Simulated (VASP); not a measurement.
# CdSe (F-43m) in VASP: notebook, part 3 of 3

VASP 6.6.1.

### Step 5. Band structure, r2SCAN

This run uses another cell than the first one, of 28.27 Å³/atom, 0.977 times its volume.

Input file INCAR:

```
SYSTEM = CdSe
PREC = Accurate ; ENCUT = 520
EDIFF = 1E-7 ; ISMEAR = 0
SIGMA = 0.03 ; LREAL = .FALSE.
LASPH = .TRUE. ; NELM = 80
ALGO = Normal ; ISIF = 2
LWAVE = .FALSE. ; LCHARG = .FALSE.
METAGGA = R2SCAN ; LMIXTAU = .TRUE.
NBANDS = 16
```

Input file KPOINTS:

```
regular mesh
0
G
  8 8 8
  0 0 0
```

Input file POSCAR:

```
CdSe                                    
1.0
    0.0000000000      3.0462087289      3.0462087289
    3.0462087289      0.0000000000      3.0462087289
    3.0462087289      3.0462087289      0.0000000000
  Cd              Se            
     1     1
Direct
     0.0000000000000000    0.0000000000000000    0.0000000000000000
     0.7500000000000000    0.7500000000000000    0.7500000000000000
```

KPOINTS_OPT is that of step 4.

Potentials or basis: VASP PAW PBE potentials, release 64 (Cd, Se).

The run is started by

```sh
$ cat potpaw_PBE.64/Cd/POTCAR potpaw_PBE.64/Se/POTCAR > POTCAR
$ mpirun -np 1 vasp_std > vasp.out
```

OUTCAR:

```text
SYSTEM = CdSe
   PREC = Accurate
   ENCUT = 520
   EDIFF = 1E-7
   ISMEAR = 0
   LREAL = .FALSE.
   LASPH = .TRUE.
   NELM = 80
   ISIF = 2
   METAGGA = R2SCAN

 ion  position               nearest neighbor table
   1  0.000  0.000  0.000-   2 2.64   2 2.64   2 2.64   2 2.64
   2  0.750  0.750  0.750-   1 2.64   1 2.64   1 2.64   1 2.64

  LATTYP: Found a face centered cubic cell.
 ALAT       =     6.0924174578

  Lattice vectors:

 A1 = (   0.0000000000,   3.0462087289,   3.0462087289)
 A2 = (   3.0462087289,   0.0000000000,   3.0462087289)
 A3 = (   3.0462087289,   3.0462087289,   0.0000000000)

Analysis of symmetry for initial positions (statically):
=====================================================================
 Subroutine PRICEL returns:
 Original cell was already a primitive cell.

 Routine SETGRP: Setting up the symmetry group for a
 face centered cubic supercell.

 Subroutine GETGRP returns: Found 24 space group operations
 (whereof 24 operations were pure point group operations)
 out of a pool of 48 trial point group operations.

The static configuration has the point symmetry T_d .

Analysis of symmetry for dynamics (positions and initial velocities):
[... 161 lines left out ...]

 val. band max:        0.6039538612   @ k =   0.0000   0.0000   0.0000
 cond. band min:       1.6791017489   @ k =   0.0000   0.0000   0.0000
 fundamental gap:      1.0751478878
 Fermi energy:         0.7325908242

 k-point     1 :       0.0000    0.0000    0.0000
  band No.  band energies     occupation
      1     -12.3878      2.00000
      2      -7.5457      2.00000
      3      -7.5457      2.00000
      4      -7.5457      2.00000
      5      -7.1489      2.00000
      6      -7.1489      2.00000
[... 433 lines left out ...]
      3      -7.3836      2.00000
      4      -7.1683      2.00000
      5      -7.1322      2.00000
      6      -6.7599      2.00000
[... 8 lines left out ...]
     15      12.8533      0.00000
     16      13.8787      0.00000

 [... further k-points ...]

------------------------ aborting loop because EDIFF is reached ----------------------------------------

  FORCE on cell =-STRESS in cart. coord.  units (eV):
  Direction    XX          YY          ZZ          XY          YZ          ZX
  --------------------------------------------------------------------------------------
  -------------------------------------------------------------------------------------
  Total        0.4788776      0.4788776      0.4788776      0.0000000      0.0000000     -0.0000000
  in kB       13.5714468     13.5714468     13.5714468      0.0000000      0.0000000     -0.0000000
  external PRESSURE =      13.5714468 kB  Pullay stress =       0.0000000 kB

 VOLUME and BASIS-vectors are now :
 -----------------------------------------------------------------------------
  energy-cutoff  :      520.00
  volume of cell :       56.53
      direct lattice vectors                 reciprocal lattice vectors
     0.000000000  3.046208729  3.046208729    -0.164138457  0.164138457  0.164138457
     3.046208729  0.000000000  3.046208729     0.164138457 -0.164138457  0.164138457
     3.046208729  3.046208729  0.000000000     0.164138457  0.164138457 -0.164138457

 POSITION                                       TOTAL-FORCE (eV/Angst)
 -----------------------------------------------------------------------------------
      0.00000      0.00000      0.00000         0.000000      0.000000      0.000000
      4.56931      4.56931      4.56931        -0.000000     -0.000000     -0.000000
 -----------------------------------------------------------------------------------
    total drift:                                0.000002      0.000002      0.000002

  FREE ENERGIE OF THE ION-ELECTRON SYSTEM (eV)
  ---------------------------------------------------
  free  energy   TOTEN  =       -35.9100098680 eV

  energy  without entropy=      -35.9100098680  energy(sigma->0) =      -35.91000987
```

stdout:

```text
POSCAR found type information on POSCAR CdSe
 POSCAR found :  2 types and       2 ions
 scaLAPACK will be used
 -----------------------------------------------------------------------------
|                                                                             |
|                                                                             |
|     You enforced a specific xc type in the INCAR file but a different       |
|     I HOPE YOU KNOW WHAT YOU ARE DOING!                                     |
|                                                                             |
 -----------------------------------------------------------------------------

 LDA part: xc-table for (None), standard interpolation
 POSCAR, INCAR and KPOINTS ok, starting setup
 FFT: planning ... GRIDC
 FFT: planning ... GRID_SOFT
 FFT: planning ... GRID
 WAVECAR not read
 entering main loop
 Start KPOINTS_OPT (optional k-point list driver)
k-point batch [1-29\202]
k-point batch [30-58\202]
k-point batch [59-87\202]
k-point batch [88-116\202]
k-point batch [117-145\202]
k-point batch [146-174\202]
k-point batch [175-202\202]
```

It took 3.9 min on 1 thread of Intel Xeon Platinum 8259CL at 2.50GHz (Skylake/Cascade Lake), shared host; peak memory 0.19 GiB.

What came out:

* Free energy: -35.9100 eV
* Pressure: 1.4 GPa
* Band gap on the k mesh: 1.08 eV, direct
* Band gap along the path: 1.08 eV, direct

Levels at the corners of the path, in eV from the valence-band top:
```
point  band 6  band 7  band 8  band 9  band 10  band 11  band 12  band 13
    Γ   -7.75    0.00    0.00    0.00     1.08     6.47     6.47     6.47
    X   -7.38   -4.06   -1.87   -1.87     3.47     4.15     9.67    10.93
    X   -7.38   -4.06   -1.87   -1.87     3.47     4.15     9.67    10.93
    W   -7.26   -3.95   -2.26   -2.22     5.51     5.51     7.06     8.03
    W   -7.26   -3.95   -2.26   -2.22     5.51     5.51     7.06     8.03
    K   -7.30   -3.99   -2.55   -1.53     4.09     5.56     8.74     9.19
    K   -7.30   -3.99   -2.55   -1.53     4.09     5.56     8.74     9.19
    Γ   -7.75    0.00    0.00    0.00     1.08     6.47     6.47     6.47
    Γ   -7.75    0.00    0.00    0.00     1.08     6.47     6.47     6.47
    L   -7.45   -4.40   -0.75   -0.75     2.86     6.93     6.93     7.81
    L   -7.45   -4.40   -0.75   -0.75     2.86     6.93     6.93     7.81
    U   -7.30   -3.99   -2.55   -1.53     4.09     5.56     8.74     9.19
    U   -7.30   -3.99   -2.55   -1.53     4.09     5.56     8.74     9.19
    W   -7.26   -3.95   -2.26   -2.22     5.51     5.51     7.06     8.03
    W   -7.26   -3.95   -2.26   -2.22     5.51     5.51     7.06     8.03
    L   -7.45   -4.40   -0.75   -0.75     2.86     6.93     6.93     7.81
    L   -7.45   -4.40   -0.75   -0.75     2.86     6.93     6.93     7.81
    K   -7.30   -3.99   -2.55   -1.53     4.09     5.56     8.74     9.19
    U   -7.30   -3.99   -2.55   -1.53     4.09     5.56     8.74     9.19
    X   -7.38   -4.06   -1.87   -1.87     3.47     4.15     9.67    10.93
```

Caveat: the PAW data sets were made with another functional, which shifts forces and pressure a little.

### Step 6. Band structure, PBE, spin-orbit coupling, no magnetisation

This run uses another cell than the first one, of 28.27 Å³/atom, 0.977 times its volume.

Edit INCAR of step 5 so:

```diff
@@ -7,3 +7,4 @@
 LWAVE = .FALSE. ; LCHARG = .FALSE.
-METAGGA = R2SCAN ; LMIXTAU = .TRUE.
-NBANDS = 16
+MAGMOM = 0 0 0 0 0 0 ; LORBIT = 11
+LSORBIT = .TRUE. ; GGA_COMPAT = .FALSE.
+GGA = PE ; NBANDS = 30
```

Input file KPOINTS:

```
regular mesh
0
G
  6 6 6
  0 0 0
```

POSCAR is that of step 5.

KPOINTS_OPT is that of step 5.

Potentials or basis: VASP PAW PBE potentials, release 64 (Cd, Se).

The run is started by

```sh
$ cat potpaw_PBE.64/Cd/POTCAR potpaw_PBE.64/Se/POTCAR > POTCAR
$ mpirun -np 1 vasp_ncl > vasp.out
```

Wall time 4.8 min (1 thread of Intel Xeon Platinum 8259CL at 2.50GHz (Skylake/Cascade Lake), shared host); peak memory 0.34 GiB.

The run converged. Its results:

```yaml
Free_energy: -5.5166 eV
Pressure: 2.9 GPa
Valence_electrons_inside_the_program's_atomic_spheres: Cd 10.31; Se 3.86
```

### Step 7. Summary

```csv
task,level,potentials or basis,spin,cell,k mesh,cutoff (eV),by perturbation theory,gap on the mesh (eV),pressure (GPa)
phonons,r2SCAN,"VASP PAW PBE potentials, release 64 (Cd, Se)",off,"F-43m, 28.94 Å³/atom",8 × 8 × 8,600,no,-,-
band structure,PBE,"VASP PAW PBE potentials, release 64 (Cd, Se)",off,"F-43m, 28.27 Å³/atom",8 × 8 × 8,520,-,0.60,2.9
band structure,LDA,"VASP PAW LDA potentials, release 64 (Cd, Se)",off,"F-43m, 28.27 Å³/atom",8 × 8 × 8,520,-,0.35,-1.8
band structure,r2SCAN,"VASP PAW PBE potentials, release 64 (Cd, Se)",off,"F-43m, 28.27 Å³/atom",8 × 8 × 8,520,-,1.08,1.4
band structure,PBE,"VASP PAW PBE potentials, release 64 (Cd, Se)","SOC, no magnetisation","F-43m, 28.27 Å³/atom",6 × 6 × 6,520,-,-,2.9
```

Alike in all rows: smearing gaussian 0.03 eV.

Caveats: the PAW data sets were made with another functional, which shifts forces and pressure a little (some runs).

Absolute energies hang on the potentials; compare differences alone.
